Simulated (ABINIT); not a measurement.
## BaO (Fm-3m): G0W0 in ABINIT against the wavefunction cutoff in GW

Wanted: the cheapest wavefunction cutoff in GW that holds the gap of BaO (Fm-3m).

Program: ABINIT 10.8.3. Level of theory: LDA and many-body steps on it, plane waves. Results are calculated unless marked as measured.

This is a report of a sequence of runs, with most program output left out.

The database entry behind the starting cell differs from later determinations by our own check (about 0.7 % short), so it need not match the best structure at ambient conditions.

### Step 1. The starting structure

The structure is cubic, space group Fm-3m (No. 225). The conventional cell has a = 5.500 Å, b = 5.500 Å, c = 5.500 Å, α = 90.00°, β = 90.00°, γ = 90.00°. Nearest to Ba lie 6 O at 2.75 Å. O has 6 Ba at 2.75 Å nearest. Farther neighbours and most contacts between anions are not listed.

The cell and positions come from the Crystallography Open Database and are kept as given unless a step says otherwise. Spin-orbit coupling is left out unless a step names it.

### Step 2. Screening, 4×4×4 mesh, 31 bands, screening to 106.1 eV

This step: ABINIT 10.8.3; RPA screening on LDA, plane waves, norm-conserving pseudopotentials.

The RPA dielectric matrix is built and inverted for each q.

File run.abi:

```
acell 3*1.0 Angstrom
rprim 
  -0.000000000000 2.750000000000 2.750000000000
  2.750000000000 -0.000000000000 2.750000000000
  2.750000000000 2.750000000000 -0.000000000000
ntypat 2
znucl 56 8
natom 2
typat 1 2
xred 
  0.000000000000 0.000000000000 0.000000000000
  0.500000000000 0.500000000000 0.500000000000
pp_dirpath "pseudos"
pseudos "Ba.upf, O.upf"
ecut 36
ngkpt 4 4 4
nshiftk 1
shiftk 0 0 0
kptopt 1
chksymbreak 0
istwfk *1
occopt 1
irdwfk 1
optdriver 3
nband 31
ecuteps 3.9
inclvkb 2
awtr 1
symchi 1
ecutwfn 10.8
indata_prefix "in"
outdata_prefix "out"
tmpdata_prefix "tmp"
```

On the command line:

```sh
> OMP_NUM_THREADS=1 mpirun -n 4 abinit run.abi > log
```

Elapsed: 2.7 s, on 4 MPI ranks of Arm Neoverse V2, shared host; peak memory 0.08 GiB.

Numbers from this step:

| Item | Value |
| --- | --- |
| ε∞ with local fields, on this mesh, along the program's q direction | 4.457 |
| the same without local fields | 4.933 |
| plasma frequency | 22.97 eV |
| plane waves in the screening matrix | 113 |

Local fields lower ε∞ by 10 %. On a Γ-centred mesh this coarse the value itself is usually too large, while a short band sum pulls it down.

### Step 3. 10.8 Ha

This step: G0W0 on LDA, plane waves, norm-conserving pseudopotentials.

Edit run.abi of step 2 so:

```diff
@@ -23,8 +23,17 @@
 irdwfk 1
-optdriver 3
+optdriver 4
 nband 31
+gwcalctyp 0
+ecutsigx 10.8
+symsigma 1
+nkptgw 2
+kptgw 
+  0.5000000000 0.5000000000 0.0000000000
+  0.0000000000 0.0000000000 0.0000000000
+bdgw 
+  6 10
+  6 12
 ecuteps 3.9
-inclvkb 2
-awtr 1
-symchi 1
+irdscr 1
+ppmodel 1
 ecutwfn 10.8
```

Elapsed: 2.3 s, on 4 MPI ranks; peak memory 0.08 GiB.

Numbers from this step:

```yaml
g0w0_gap_on_the_points_computed: 2.965 eV
starting_gap_on_the_mesh: 1.801 eV
k_of_the_valence_top: 0.5, 0.5, 0
k_of_the_conduction_bottom: 0.5, 0.5, 0
z_at_the_valence_top: 0.784
z_at_the_conduction_bottom: 0.848
least_direct_g0w0_gap_on_the_computed_points: 2.965 eV
```

### Step 4. Screening, 4×4×4 mesh, 31 bands, screening to 106.1 eV

This step: RPA screening on LDA, plane waves, norm-conserving pseudopotentials.

Edit run.abi of step 3 so:

```diff
@@ -23,18 +23,9 @@
 irdwfk 1
-optdriver 4
+optdriver 3
 nband 31
-gwcalctyp 0
-ecutsigx 10.8
-symsigma 1
-nkptgw 2
-kptgw 
-  0.5000000000 0.5000000000 0.0000000000
-  0.0000000000 0.0000000000 0.0000000000
-bdgw 
-  6 10
-  6 12
 ecuteps 3.9
-irdscr 1
-ppmodel 1
-ecutwfn 10.8
+inclvkb 2
+awtr 1
+symchi 1
+ecutwfn 18
 indata_prefix "in"
```

Run time: 3.5 s. Hardware: 4 MPI ranks; peak memory 0.36 GiB.

This step gave:

```
ε∞ with local fields, on this mesh, along the program's q direction : 4.364
the same without local fields                                       : 4.831
plasma frequency                                                    : 23.02 eV
plane waves in the screening matrix                                 : 113
```

### Step 5. 18 Ha

The self-energy is evaluated for the states that the input lists, and the levels follow from it, in one-shot runs by the linearised quasiparticle equation.

This step: G0W0 on LDA, plane waves, norm-conserving pseudopotentials.

Edit run.abi of step 4 so:

```diff
@@ -23,8 +23,17 @@
 irdwfk 1
-optdriver 3
+optdriver 4
 nband 31
+gwcalctyp 0
+ecutsigx 18
+symsigma 1
+nkptgw 2
+kptgw 
+  0.5000000000 0.5000000000 0.0000000000
+  0.0000000000 0.0000000000 0.0000000000
+bdgw 
+  6 10
+  6 12
 ecuteps 3.9
-inclvkb 2
-awtr 1
-symchi 1
+irdscr 1
+ppmodel 1
 ecutwfn 18
```

Wall time 2.4 s (4 MPI ranks); peak memory 0.1 GiB; 9.5 s of CPU time.

Numbers from this step:

```yaml
g0w0_gap_on_the_points_computed: 3.052 eV
starting_gap_on_the_mesh: 1.801 eV
k_of_the_valence_top: 0.5, 0.5, 0
k_of_the_conduction_bottom: 0.5, 0.5, 0
z_at_the_valence_top: 0.777
z_at_the_conduction_bottom: 0.848
least_direct_g0w0_gap_on_the_computed_points: 3.052 eV
```

The gap on the mesh goes from 1.80 eV to 3.05 eV, a correction of +1.25 eV.

### Step 6. Screening, 4×4×4 mesh, 31 bands, screening to 106.1 eV

This step: RPA screening on LDA, plane waves, norm-conserving pseudopotentials.

Edit run.abi of step 5 so:

```diff
@@ -23,18 +23,9 @@
 irdwfk 1
-optdriver 4
+optdriver 3
 nband 31
-gwcalctyp 0
-ecutsigx 18
-symsigma 1
-nkptgw 2
-kptgw 
-  0.5000000000 0.5000000000 0.0000000000
-  0.0000000000 0.0000000000 0.0000000000
-bdgw 
-  6 10
-  6 12
 ecuteps 3.9
-irdscr 1
-ppmodel 1
-ecutwfn 18
+inclvkb 2
+awtr 1
+symchi 1
+ecutwfn 27
 indata_prefix "in"
```

Run time: 3.6 s. Hardware: 4 MPI ranks; peak memory 0.39 GiB; 14 s of CPU time.

This step gave:

| Property | Result |
| --- | --- |
| ε∞ with local fields, on this mesh, along the program's q direction | 4.339 |
| the same without local fields | 4.803 |
| plasma frequency | 23.03 eV |
| plane waves in the screening matrix | 113 |

### Step 7. 27 Ha

This step: G0W0 on LDA, plane waves, norm-conserving pseudopotentials.

Edit run.abi of step 6 so:

```diff
@@ -23,8 +23,17 @@
 irdwfk 1
-optdriver 3
+optdriver 4
 nband 31
+gwcalctyp 0
+ecutsigx 27
+symsigma 1
+nkptgw 2
+kptgw 
+  0.5000000000 0.5000000000 0.0000000000
+  0.0000000000 0.0000000000 0.0000000000
+bdgw 
+  6 10
+  6 12
 ecuteps 3.9
-inclvkb 2
-awtr 1
-symchi 1
+irdscr 1
+ppmodel 1
 ecutwfn 27
```

It took 2.6 s on 4 MPI ranks; peak memory 0.13 GiB.

Numbers from this step:

```
G0W0 gap on the points computed              : 3.103 eV
starting gap on the mesh                     : 1.801 eV
k of the valence top                         : 0.5, 0.5, 0
k of the conduction bottom                   : 0.5, 0.5, 0
least direct G0W0 gap on the computed points : 3.103 eV
```

Against the run before, the gap moves by +0.051 eV.

### Step 8. Screening, 4×4×4 mesh, 31 bands, screening to 106.1 eV

This step: RPA screening on LDA, plane waves, norm-conserving pseudopotentials.

Edit run.abi of step 7 so:

```diff
@@ -23,18 +23,8 @@
 irdwfk 1
-optdriver 4
+optdriver 3
 nband 31
-gwcalctyp 0
-ecutsigx 27
-symsigma 1
-nkptgw 2
-kptgw 
-  0.5000000000 0.5000000000 0.0000000000
-  0.0000000000 0.0000000000 0.0000000000
-bdgw 
-  6 10
-  6 12
 ecuteps 3.9
-irdscr 1
-ppmodel 1
-ecutwfn 27
+inclvkb 2
+awtr 1
+symchi 1
 indata_prefix "in"
```

The job ended after 4.3 s (4 MPI ranks; peak memory 0.47 GiB).

This step gave:

* ε∞ with local fields, on this mesh, along the program's q direction: 4.337
* the same without local fields: 4.801
* plasma frequency: 23.03 eV
* plane waves in the screening matrix: 113

### Step 9. 36 Ha

This step: G0W0 on LDA, plane waves, norm-conserving pseudopotentials.

Edit run.abi of step 8 so:

```diff
@@ -23,8 +23,17 @@
 irdwfk 1
-optdriver 3
+optdriver 4
 nband 31
+gwcalctyp 0
+ecutsigx 36
+symsigma 1
+nkptgw 2
+kptgw 
+  0.5000000000 0.5000000000 0.0000000000
+  0.0000000000 0.0000000000 0.0000000000
+bdgw 
+  6 10
+  6 12
 ecuteps 3.9
-inclvkb 2
-awtr 1
-symchi 1
+irdscr 1
+ppmodel 1
 indata_prefix "in"
```

Elapsed: 2.9 s, on 4 MPI ranks; peak memory 0.15 GiB; 11 s of CPU time.

Numbers from this step:

* G0W0 gap on the points computed: 3.112 eV
* starting gap on the mesh: 1.801 eV
* k of the valence top: 0.5, 0.5, 0
* k of the conduction bottom: 0.5, 0.5, 0
* least direct G0W0 gap on the computed points: 3.112 eV

Against the run before, the gap moves by +0.009 eV.

### Step 10. Side by side

Times are wall times on 4 MPI ranks of Arm Neoverse V2, shared host, good to a factor of about two. A run's time includes the screening step that it read.

| run | mesh | bands | screening cutoff (eV) | DFT gap (eV) | gap on the mesh (eV) | direct (eV) | ε∞ used | time |
| --- | --- | --- | --- | --- | --- | --- | --- | --- |
| 10.8 Ha | 4×4×4 | 31 | 106.1 | 1.801 | 2.965 | 2.965 | 4.46 | 4.9 s |
| 18 Ha | 4×4×4 | 31 | 106.1 | 1.801 | 3.052 | 3.052 | 4.36 | 5.9 s |
| 27 Ha | 4×4×4 | 31 | 106.1 | 1.801 | 3.103 | 3.103 | 4.34 | 6.2 s |
| 36 Ha | 4×4×4 | 31 | 106.1 | 1.801 | 3.112 | 3.112 | 4.34 | 7.2 s |

### Step 11. Outcome

* 10.8 Ha: 2.965 eV
* 18 Ha: 3.052 eV
* 27 Ha: 3.103 eV
* 36 Ha: 3.112 eV
* known limits: not at the basis limit; no spin-orbit coupling; coarse k mesh

What this shows: The setting moved: wavefunction cutoff in GW. From 10.8 Ha to 36 Ha the gap moves by +0.15 eV. It holds to 0.03 eV from 27 Ha on. Bands and screening cutoff are coupled, so a series along one setting does not show full convergence. The exchange cutoff follows the wavefunction cutoff here. Bands and cutoff are finite, so the gap is not at the basis limit. The miss can reach some tenths of an eV and take either sign; the mesh is an error of its own. In the G0W0 runs levels were corrected at 2 k points alone, so a gap called «on the mesh» is the least over those, and an edge elsewhere would be missed. The 4×4×4 mesh is coarse for this cell, which bears on the long-range parts of exchange and screening. The many-body steps are scalar-relativistic: spin-orbit coupling is not in them.

[Paths, hosts, dates, memory and timing lines, banners, echoed tables and standing remarks are left out of the program output.]

[Logs are printed without paths, hosts, clocks, repeated set-up lines and the standing remarks that a program may print on its own settings, such as how far it seeks lower states.]

[Runs of the session that timed out or met a known fault of the program may be left out.]

[Hosts, paths, dates, database ids (printed as entryN), source tags and the programs' standing remarks are cut or masked in the printed files.]

[G0W0 gaps are taken among the corrected bands and points alone; a level outside them can change the order at an edge.]

[Where Ansatz stands beside ABINIT at settings called matched, ABINIT's density can come from a denser mesh and the files from another edition; pairs whose starting gaps differed by over 0.03 eV were left out, so agreement reads better than it is.]
